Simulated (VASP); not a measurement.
**AgCl in VASP 6.6.1, single-point calculation**

INCAR

```
SIGMA = 0.02
LCHARG = .FALSE.
ENCUT = 520
NBANDS = 16
ISYM = 1
PREC = Accurate
GGA = PE
LREAL = .TRUE.
ISMEAR = -1
NELM = 77
NSW = 0
ISIF = 2
LWAVE = .FALSE.
LASPH = .TRUE.
EDIFF = 1E-7
IBRION = -1
```

KPOINTS

```
KPOINTS created by Atomic Simulation Environment
0
Gamma
8 8 8
0 0 0
```

POSCAR

```
Ag Cl
 1.0000000000000000
     0.0000000000000000    2.8056186827000000    2.8056186827000000
     2.8056186827000000    0.0000000000000000    2.8056186827000000
     2.8056186827000000    2.8056186827000000    0.0000000000000000
 Ag  Cl
   1   1
Cartesian
  0.0000000000000000  0.0000000000000000  0.0000000000000000
  2.8056186827000000  2.8056186827000000  2.8056186827000000
```

The recommended PBE PAW datasets give the neutral cell 18 valence electrons.

Command

```
mpirun -np 1 vasp_std
```

OSZICAR

```
N       E                     dE             d eps       ncg     rms          rms(c)
DAV:   1     0.101824196413E+03    0.10182E+03   -0.85763E+03   928   0.101E+03
DAV:   2    -0.177580231499E+01   -0.10360E+03   -0.95561E+02  1144   0.223E+02
DAV:   3    -0.556569772912E+01   -0.37899E+01   -0.37801E+01  1208   0.449E+01
DAV:   4    -0.559239236014E+01   -0.26695E-01   -0.26693E-01  1160   0.407E+00
DAV:   5    -0.559276530846E+01   -0.37295E-03   -0.37294E-03  1208   0.471E-01    0.559E+00
DAV:   6    -0.540664781605E+01    0.18612E+00   -0.25415E-01  1200   0.642E+00    0.364E+00
DAV:   7    -0.540260380401E+01    0.40440E-02   -0.95547E-02  1104   0.206E+00    0.189E+00
DAV:   8    -0.540196885981E+01    0.63494E-03   -0.49960E-03  1064   0.724E-01    0.291E-01
DAV:   9    -0.540204665472E+01   -0.77795E-04   -0.50181E-04  1152   0.292E-01    0.434E-02
DAV:  10    -0.540212084616E+01   -0.74191E-04   -0.11435E-04  1080   0.928E-02    0.339E-02
DAV:  11    -0.540212543968E+01   -0.45935E-05   -0.50209E-06  1176   0.156E-02    0.353E-03
DAV:  12    -0.540212543816E+01    0.15198E-08   -0.25505E-07  1096   0.489E-03
   1 F= -.54021254E+01 E0= -.54021254E+01  d E =-.139682E-11
```

From OUTCAR

```
k-points           NKPTS =     29   k-points in BZ     NKDIM =     29   number of bands    NBANDS=     16

   NELECT =      18.0000    total number of electrons

   dimension x,y,z NGX =    30 NGY =   30 NGZ =   30
   dimension x,y,z NGXF=    60 NGYF=   60 NGZF=   60

  energy-cutoff  :      520.00
  volume of cell :       44.17
      direct lattice vectors                 reciprocal lattice vectors
     0.000000000  2.805618683  2.805618683    -0.178213812  0.178213812  0.178213812
     2.805618683  0.000000000  2.805618683     0.178213812 -0.178213812  0.178213812
     2.805618683  2.805618683  0.000000000     0.178213812  0.178213812 -0.178213812

 k-points in reciprocal lattice and weights: KPOINTS created by Atomic Simulation Env
   0.00000000  0.00000000  0.00000000       0.002
   0.12500000  0.00000000  0.00000000       0.016
   0.25000000  0.00000000  0.00000000       0.016
   0.37500000  0.00000000  0.00000000       0.016
   0.50000000  0.00000000  0.00000000       0.008
   0.12500000  0.12500000  0.00000000       0.012
   0.25000000  0.12500000  0.00000000       0.047
   0.37500000  0.12500000  0.00000000       0.047
   ...

 E-fermi :   3.8722

 k-point     1 :       0.0000    0.0000    0.0000
  band No.  band energies     occupation
      1     -11.5368      2.00000
      2       1.0778      2.00000
      3       1.0778      2.00000
      4       1.0778      2.00000
      5       1.1175      2.00000
      6       1.1175      2.00000
      7       1.2026      2.00000
      8       1.2026      2.00000
      9       1.2026      2.00000
     10       4.3024      0.00000
     11      14.2514      0.00000
     12      14.2514      0.00000
     13      14.2514      0.00000
     14      15.8164      0.00000
     15      16.4900      0.00000
     16      16.4900      0.00000

 k-point     2 :       0.1250    0.0000    0.0000
  band No.  band energies     occupation
      1     -11.4825      2.00000
      2       0.4130      2.00000
      3       0.4657      2.00000
      4       0.4657      2.00000
      5       1.1279      2.00000
      6       1.1279      2.00000
      7       1.3476      2.00000
      8       1.9167      2.00000
      9       1.9167      2.00000
     10       4.9928      0.00000
     11      12.8875      0.00000
     12      13.8951      0.00000
     13      13.8951      0.00000
     14      15.3575      0.00000
     15      15.3575      0.00000
     16      16.0306      0.00000

 k-point     3 :       0.2500    0.0000    0.0000
  band No.  band energies     occupation
      1     -11.3464      2.00000
      2      -0.5651      2.00000
      3      -0.0803      2.00000
      4      -0.0803      2.00000
      5       1.2429      2.00000
      6       1.2429      2.00000
      7       1.4867      2.00000
      8       2.6334      2.00000
      9       2.6334      2.00000
     10       6.2842      0.00000
     11      11.2040      0.00000
     12      12.5870      0.00000
     13      12.5871      0.00000
     14      15.6474      0.00000
     15      15.6474      0.00000
     16      15.8749      0.00000

 ...

  Total       -0.1967237     -0.1967237     -0.1967237     -0.0000000      0.0000000     -0.0000000
  in kB       -7.1359432     -7.1359432     -7.1359432     -0.0000000      0.0000000     -0.0000000
  external PRESSURE =      -7.1359432 kB  Pullay stress =       0.0000000 kB

 POSITION                                       TOTAL-FORCE (eV/Angst)
 -----------------------------------------------------------------------------------
      0.00000      0.00000      0.00000        -0.000000      0.000000     -0.000000
      2.80562      2.80562      2.80562         0.000000     -0.000000      0.000000
 -----------------------------------------------------------------------------------
    total drift:                               -0.000000      0.000000      0.000000

  FREE ENERGIE OF THE ION-ELECTRON SYSTEM (eV)
  ---------------------------------------------------
  free  energy   TOTEN  =        -5.4021254382 eV

  energy  without entropy=       -5.4021254382  energy(sigma->0) =       -5.40212544
```

It converged. Results: gap between bands v and c on the k mesh 0.92 eV; least direct gap on the k mesh 3.08 eV; pressure -0.7 GPa. Band v is the last that the valence electrons fill when counted band by band, and c is the next.

These settings aren't sound, so the numbers aren't properties of the crystal.

On sound settings PBE gives a gap of 0.92 eV on its mesh and a pressure of -0.1 GPa for the intended cell.

The run took about 26 s on one core of a shared host (Intel Xeon Platinum 8488C) and held 0.16 GiB at most.
